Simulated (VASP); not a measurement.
# In3O (P6/mmm) in VASP: single point with PBE

Aim: the single point of In3O with PBE.

Program: VASP 6.6.1. These are calculated values, not measurements. Logs are shortened: lines on timing, memory, paths and dates and some standing lists are left out, and cuts for length are marked.

## Step 1: The cell of the first run

It takes space group P6/mmm (No. 191, hexagonal). Conventional cell: a = 4.084 Å, b = 4.084 Å, c = 6.591 Å, α = 90.00°, β = 90.00°, γ = 120.00°. Around In (site symmetry -6m2) lie 3 In at 2.36 Å and 3 O at 2.36 Å. In (site symmetry 6/mmm) has 2 O at 3.30 Å as nearest neighbours. O (site symmetry 6/mmm) is surrounded by 6 In at 2.36 Å.

The cell was built by a generator and needn't be a form met in nature.

## Step 2: Single point, PBE, collinear spin, typed start (random cell by space group and Wyckoff sites (P6/mmm, No. 191))

INCAR reads:

```
PREC = Accurate ; ENCUT = 520
EDIFF = 1E-7 ; ISMEAR = 0
SIGMA = 0.1 ; LREAL = False
LASPH = True ; NELM = 150
ALGO = Normal ; ISIF = 2
LWAVE = False ; LCHARG = False
ISPIN = 2 ; MAGMOM = 0 0 0 1
LORBIT = 11 ; GGA = PE
NBANDS = 34
```

KPOINTS reads:

```
Automatic mesh
0
Gamma
  6 6 4
```

POSCAR reads:

```
In3O
1.0
    4.0835605800      0.0000000000      0.0000000000
   -2.0417802900      3.5364672000      0.0000000000
    0.0000000000      0.0000000000      6.5906339200
In O
3 1
Direct
    0.3333333300      0.6666666700      0.0000000000
    0.6666666700      0.3333333300      0.0000000000
    0.0000000000      0.0000000000      0.5000000000
    0.0000000000      0.0000000000      0.0000000000
```

Potentials or basis: VASP PAW PBE potentials, release 64 (In_d, O).

The run is started by

```sh
cat potpaw_PBE.64/In_d/POTCAR potpaw_PBE.64/O/POTCAR > POTCAR
mpirun -np 1 vasp_std > vasp.out
```

OUTCAR:

```text
PREC = Accurate
   ENCUT = 520
   EDIFF = 1E-7
   ISMEAR = 0
   LREAL = False
   LASPH = True
   NELM = 150
   ISIF = 2
   ISPIN = 2
   LORBIT = 11
   GGA = PE

 ion  position               nearest neighbor table
   1  0.333  0.667  0.000-   2 2.36   4 2.36   2 2.36   4 2.36   4 2.36   2 2.36
   2  0.667  0.333  0.000-   1 2.36   4 2.36   1 2.36   4 2.36   4 2.36   1 2.36
   3  0.000  0.000  0.500-
   4  0.000  0.000  0.000-   1 2.36   2 2.36   1 2.36   2 2.36   2 2.36   1 2.36

  LATTYP: Found a hexagonal cell.
 ALAT       =     4.0835605800
 C/A-ratio  =     1.6139429772

  Lattice vectors:

 A1 = (   4.0835605800,   0.0000000000,   0.0000000000)
 A2 = (  -2.0417802900,   3.5364672000,   0.0000000000)
 A3 = (   0.0000000000,   0.0000000000,   6.5906339200)

Analysis of symmetry for initial positions (statically):
=====================================================================
 Subroutine PRICEL returns:
 Original cell was already a primitive cell.

 Routine SETGRP: Setting up the symmetry group for a
 hexagonal supercell.

 Subroutine GETGRP returns: Found 24 space group operations
 (whereof 24 operations were pure point group operations)
 out of a pool of 24 trial point group operations.

The static configuration has the point symmetry D_6h.

Analysis of symmetry for dynamics (positions and initial velocities):
=====================================================================
 Subroutine PRICEL returns:
 Original cell was already a primitive cell.

 Routine SETGRP: Setting up the symmetry group for a
 hexagonal supercell.

 Subroutine GETGRP returns: Found 24 space group operations
 (whereof 24 operations were pure point group operations)
 out of a pool of 24 trial point group operations.

The dynamic configuration has the point symmetry D_6h.

Analysis of structural, dynamic, and magnetic symmetry:
=====================================================================
 Subroutine PRICEL returns:
 Original cell was already a primitive cell.

 Routine SETGRP: Setting up the symmetry group for a
 hexagonal supercell.

 Subroutine GETGRP returns: Found 24 space group operations
 (whereof 24 operations were pure point group operations)
 out of a pool of 24 trial point group operations.

The overall configuration has the point symmetry D_6h.

 Subroutine INISYM returns: Found 24 space group operations
 (whereof 24 operations are pure point group operations),
 and found     1 'primitive' translations

----------------------------------------------------------------------------------------

                                     Primitive cell

  volume of cell :      95.1778

  direct lattice vectors                    reciprocal lattice vectors
     4.083560580  0.000000000  0.000000000     0.244884331  0.141384034  0.000000000
    -2.041780290  3.536467200  0.000000000     0.000000000  0.282768069  0.000000000
     0.000000000  0.000000000  6.590633920     0.000000000  0.000000000  0.151730473

  length of vectors
     4.083560580  4.083560580  6.590633920     0.282768069  0.282768069  0.151730473

  position of ions in fractional coordinates (direct lattice)
     0.333333330  0.666666670  0.000000000
     0.666666670  0.333333330  0.000000000
     0.000000000  0.000000000  0.500000000
     0.000000000  0.000000000  0.000000000

  ion indices of the primitive-cell ions
   primitive index   ion index
                 1           1
                 2           2
                 3           3
                 4           4

----------------------------------------------------------------------------------------

 KPOINTS: Automatic mesh

Automatic generation of k-mesh.
 Grid dimensions read from file:
 generate k-points for:    6    6    4

 Generating k-lattice:

  Cartesian coordinates                     Fractional coordinates (reciprocal lattice)
     0.040814055  0.023564006  0.000000000     0.166666667  0.000000000  0.000000000
     0.000000000  0.047128011  0.000000000     0.000000000  0.166666667  0.000000000
     0.000000000  0.000000000  0.037932618     0.000000000  0.000000000  0.250000000

  Length of vectors
     0.047128011  0.047128011  0.037932618

  Shift w.r.t. Gamma in fractional coordinates (k-lattice)
     0.000000000  0.000000000  0.000000000

 Subroutine IBZKPT returns following result:
 ===========================================

 Found     21 irreducible k-points:

 Following reciprocal coordinates:
            Coordinates               Weight
  0.000000  0.000000  0.000000      1.000000
  0.166667  0.000000  0.000000      6.000000
  0.333333  0.000000  0.000000      6.000000
  0.500000  0.000000  0.000000      3.000000
  0.166667  0.166667  0.000000      6.000000
  0.333333  0.166667  0.000000     12.000000
[... 13 lines left out ...]
  0.333333  0.166667  0.500000     12.000000
  0.333333  0.333333  0.500000      2.000000
   k-points           NKPTS =     21   k-points in BZ     NKDIM =     21   number of bands    NBANDS=     34
   number of dos      NEDOS =    301   number of ions     NIONS =      4
   total plane-waves  NPLWV =  45000
   dimension x,y,z NGX =    30 NGY =   30 NGZ =   50
   dimension x,y,z NGXF=    60 NGYF=   60 NGZF=  100
   ions per type =               3   1
   NGX,Y,Z   is equivalent  to a cutoff of  12.21, 12.21, 12.61 a.u.
   NGXF,Y,Z  is equivalent  to a cutoff of  24.43, 24.43, 25.22 a.u.
 SYSTEM =  unknown system
   PREC   = accura    normal or accurate (medium, high low for compatibility)
   ISTART =      0    job   : 0-new  1-cont  2-samecut
   ICHARG =      2    charge: 1-file 2-atom 10-const
   ISPIN  =      2    spin polarized calculation?
   LNONCOLLINEAR =      F non collinear calculations
   LSORBIT =      F    spin-orbit coupling
   LASPH  =      T    aspherical Exc in radial PAW
   ENCUT  =  520.0 eV  38.22 Ry    6.18 a.u.   7.59  7.59 12.25*2*pi/ulx,y,z
   NELM   =    150;   NELMIN=  2; NELMDL= -5     # of ELM steps
   EDIFF  = 0.1E-06   stopping-criterion for ELM
   LREAL  =      F    real-space projection
   EDIFFG = 0.1E-05   stopping-criterion for IOM
   NSW    =      0    number of steps for IOM
   IBRION =     -1    ionic relax: 0-MD 1-quasi-New 2-CG
   NFREE  =      0    steps in history (QN), initial steepest desc. (CG)
   ISIF   =      2    stress and relaxation
   ISYM   =      2    0-nonsym 1-usesym 2-fastsym
   POTIM  = 0.5000    time-step for ionic-motion
   TEBEG  =    0.0;   TEEND  =   0.0 temperature during run
   PSTRESS=    0.0 pullay stress
   NELECT =      45.0000    total number of electrons
   NUPDOWN=      -1.0000    fix difference up-down
   EMIN   =  10.00;   EMAX   =-10.00  energy-range for DOS
   EFERMI =   0.00;   METHOD = LEGACY
   ISMEAR =     0;   SIGMA  =   0.10  broadening in eV -4-tet -1-fermi 0-gaus
   EFERMI_NEDOS =   21; number of points for ismear=-14 and -15
   IALGO  =     38    algorithm
   IMIX   =      4    mixing-type and parameters
     AMIX     =   0.40;   BMIX     =  1.00
     AMIX_MAG =   1.60;   BMIX_MAG =  1.00
  volume/ion in A,a.u.               =      23.79       160.57
  Fermi-wavevector in a.u.,A,eV,Ry     =   1.275363  2.410086 22.130558  1.626550
  Thomas-Fermi vector in A             =   2.408079
   LORBIT       =     11    0 simple, 1 ext, 2 COOP (PROOUT), +10 PAW based schemes
   GGA     = PE    functional components
   LHFCALC =     F    Hartree Fock is set to
   AEXX    =    0.0000 exact exchange contribution
   IVDW    =     0    specifies the selected vdW correction
   LEPSILON=     F    determine dielectric tensor
   LRPA    =     F    only Hartree local field effects (RPA)
 spin polarized calculation
 Gauss-broadening in eV      SIGMA  =   0.10
  energy-cutoff  :      520.00
  volume of cell :       95.18
 maximum number of plane-waves:      2592
   NGX = 15   NGY = 15   NGZ = 25

 number of electron      45.0000039 magnetization       0.0013482

 Free energy of the ion-electron system (eV)
  ---------------------------------------------------
  ext. energy  EPLUGINS =         0.00000000
  ---------------------------------------------------
  free energy    TOTEN  =        -8.30549282 eV

  energy without entropy =       -8.28314043  energy(sigma->0) =       -8.29431662

 E-fermi :   6.0857     XC(G=0):  -9.5757

 val. band max:        6.0855604077   @ k =   0.1667   0.1667   0.2500
 cond. band min:       6.0900881537   @ k =   0.1667   0.0000   0.2500
 fundamental gap:      0.0045277460
 Fermi energy:         6.0857470854

 spin component 1

 k-point     1 :       0.0000    0.0000    0.0000
  band No.  band energies     occupation
      1     -13.2489      1.00000
      2     -10.0918      1.00000
      3     -10.0918      1.00000
      4      -9.8234      1.00000
      5      -9.8234      1.00000
      6      -9.6117      1.00000
[... 26 lines left out ...]
     33      15.9871      0.00000
     34      16.0982      0.00000
[... 708 lines left out ...]
      3     -10.3280      1.00000
      4     -10.3181      1.00000
      5     -10.0324      1.00000
      6      -9.3633      1.00000
[... 26 lines left out ...]
     33      16.0799      0.00000
     34      17.4659      0.00000
 Fermi energy:         6.0857470854

 spin component 2

 k-point     1 :       0.0000    0.0000    0.0000
  band No.  band energies     occupation
      1     -13.2484      1.00000
      2     -10.0917      1.00000
      3     -10.0917      1.00000
      4      -9.8233      1.00000
      5      -9.8233      1.00000
      6      -9.6117      1.00000
[... 26 lines left out ...]
     33      15.9838      0.00000
     34      16.0986      0.00000
[... 709 lines left out ...]
      4     -10.3179      1.00000
      5     -10.0323      1.00000
      6      -9.3632      1.00000
[... 26 lines left out ...]
     33      16.0803      0.00000
     34      17.4661      0.00000

------------------------ aborting loop because EDIFF is reached ----------------------------------------

  FORCE on cell =-STRESS in cart. coord.  units (eV):
  Direction    XX          YY          ZZ          XY          YZ          ZX
  --------------------------------------------------------------------------------------
  -------------------------------------------------------------------------------------
  Total       23.4979932     23.4979932     -2.2947245      0.0000000      0.0000000      0.0000000
  in kB      395.5537712    395.5537712    -38.6282744      0.0000000      0.0000000      0.0000000
  external PRESSURE =     250.8264227 kB  Pullay stress =       0.0000000 kB

 VOLUME and BASIS-vectors are now :
 -----------------------------------------------------------------------------
  energy-cutoff  :      520.00
  volume of cell :       95.18
      direct lattice vectors                 reciprocal lattice vectors
     4.083560580  0.000000000  0.000000000     0.244884331  0.141384034  0.000000000
    -2.041780290  3.536467200  0.000000000     0.000000000  0.282768069  0.000000000
     0.000000000  0.000000000  6.590633920     0.000000000  0.000000000  0.151730473

 POSITION                                       TOTAL-FORCE (eV/Angst)
 -----------------------------------------------------------------------------------
     -0.00000      2.35764      0.00000        -0.000000      0.000000     -0.000000
      2.04178      1.17882      0.00000         0.000000      0.000000      0.000000
      0.00000      0.00000      3.29532        -0.000000      0.000000      0.000000
      0.00000      0.00000      0.00000        -0.000000      0.000000      0.000000
 -----------------------------------------------------------------------------------
    total drift:                               -0.000000      0.000000     -0.000000

  FREE ENERGIE OF THE ION-ELECTRON SYSTEM (eV)
  ---------------------------------------------------
  free  energy   TOTEN  =        -8.3054928182 eV

  energy  without entropy=       -8.2831404267  energy(sigma->0) =       -8.29431662

 total charge

# of ion       s       p       d       tot
------------------------------------------
    1        1.048   0.803   9.956  11.807
    2        1.048   0.803   9.956  11.807
    3        1.124   0.228   9.839  11.192
    4        1.617   3.355   0.000   4.972
--------------------------------------------------
tot          4.837   5.189  29.752  39.778

 magnetization (x)

# of ion       s       p       d       tot
------------------------------------------
    1        0.000   0.000   0.000   0.000
    2        0.000   0.000   0.000   0.000
    3        0.000   0.000   0.000   0.000
    4        0.000   0.000   0.000   0.000
--------------------------------------------------
tot          0.000   0.001   0.000   0.001
```

Run time: 3.8 min. Hardware: 1 thread of Intel Xeon Platinum 8488C (Sapphire Rapids), shared host; peak memory 0.28 GiB.

What came out:

```yaml
Free_energy: -8.3055 eV
Pressure: 25.1 GPa
Band_gap_on_the_k_mesh: none (metal or under the smearing width)
Net_moment: 0.00 μB per cell
Valence_electrons_inside_the_program's_atomic_spheres: In 11.81, 11.19; O 4.97
```

Levels at points of the mesh, in eV from the Fermi level:
Spin up:
```csv
k point,band 19,band 20,band 21,band 22,band 23,band 24,band 25,band 26,band 27,band 28
"(0.00, 0.00, 0.00)",-4.93,-3.96,-3.96,-0.27,1.75,1.75,4.76,4.81,5.27,5.27
"(0.50, 0.00, 0.00)",-4.35,-3.58,-2.84,-1.10,-0.13,0.64,1.92,3.02,4.89,5.10
"(0.00, 0.00, 0.50)",-3.96,-3.96,-3.37,1.16,1.18,1.76,1.76,4.93,5.17,5.17
"(0.50, 0.00, 0.50)",-4.47,-3.73,-2.40,-1.84,-0.25,2.47,2.61,3.23,3.38,3.96
```
Spin down:
| k point | band 21 | band 22 | band 23 | band 24 | band 25 | band 26 |
| --- | --- | --- | --- | --- | --- | --- |
| (0.00, 0.00, 0.00) | -3.96 | -0.27 | 1.75 | 1.75 | 4.76 | 4.81 |
| (0.50, 0.00, 0.00) | -2.84 | -1.10 | -0.13 | 0.64 | 1.93 | 3.02 |
| (0.00, 0.00, 0.50) | -3.36 | 1.16 | 1.18 | 1.76 | 1.76 | 4.93 |
| (0.50, 0.00, 0.50) | -2.40 | -1.84 | -0.25 | 2.47 | 2.61 | 3.23 |

Caveat: so large a pressure means that the cell lies far from this level's equilibrium, or that cutoff or potentials fall short.
